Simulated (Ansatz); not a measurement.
## Hf: single point with PBE

Crystal: Hf.

```
Hf
1.0
    -1.73538    1.78809    1.84034
     1.76840   -1.76106    1.84632
     1.78180    1.80748   -1.81331
Hf
1
Cartesian
  -0.0019 -0.0364 -0.0241
```

The cell isn't the ideal one: cell strained at random at fixed volume.

| Property | Result |
| --- | --- |
| Program | Ansatz 0.2.0 |
| Task | single point |
| Functional | PBE |
| Potentials or basis | all-electron LAPW, scalar-relativistic |
| Cutoff | 218 eV (chosen from the basis error) |
| Basis error allowed | 0.001 eV/atom |
| k mesh | 10 × 10 × 10 |
| Occupations | fermi-dirac, width 0.05 eV |
| Spin | no spin polarisation |

```json
{
  "Pressure": "-4.8 GPa",
  "Band gap on the k mesh": "none (metal or under the smearing width)"
}
```

Stress tensor (GPa, compression positive):
```
-5.61 -1.21 -0.95
-1.21 -4.96 -0.79
-0.95 -0.79 -3.86
```

Levels at points of the mesh, in eV from the Fermi level:
| k point | band 16 | band 17 | band 18 | band 19 | band 20 | band 21 |
| --- | --- | --- | --- | --- | --- | --- |
| (0.00, 0.00, 0.00) | -11.58 | -6.87 | 1.17 | 1.45 | 1.79 | 3.88 |
| (0.00, 0.00, -0.50) | -11.60 | -3.25 | -0.69 | 0.84 | 4.34 | 5.18 |
| (0.00, -0.50, 0.00) | -11.60 | -3.27 | -0.41 | 0.75 | 3.90 | 5.03 |
| (0.00, -0.50, -0.50) | -11.60 | -3.23 | -0.22 | 0.87 | 3.60 | 4.69 |
| (-0.50, 0.00, 0.00) | -11.60 | -3.29 | -0.27 | 0.70 | 3.74 | 4.87 |
| (-0.50, 0.00, -0.50) | -11.60 | -3.20 | -0.36 | 0.97 | 3.70 | 4.81 |
| (-0.50, -0.50, 0.00) | -11.60 | -3.15 | -0.61 | 1.16 | 4.06 | 4.87 |
| (-0.50, -0.50, -0.50) | -11.60 | -2.42 | -2.33 | 6.05 | 6.36 | 6.47 |

It took 100 s on 1 thread of Arm Neoverse N1, on a shared host, peak memory 0.66 GiB.

The run has no spin-orbit coupling, so splittings on Hf are missing.
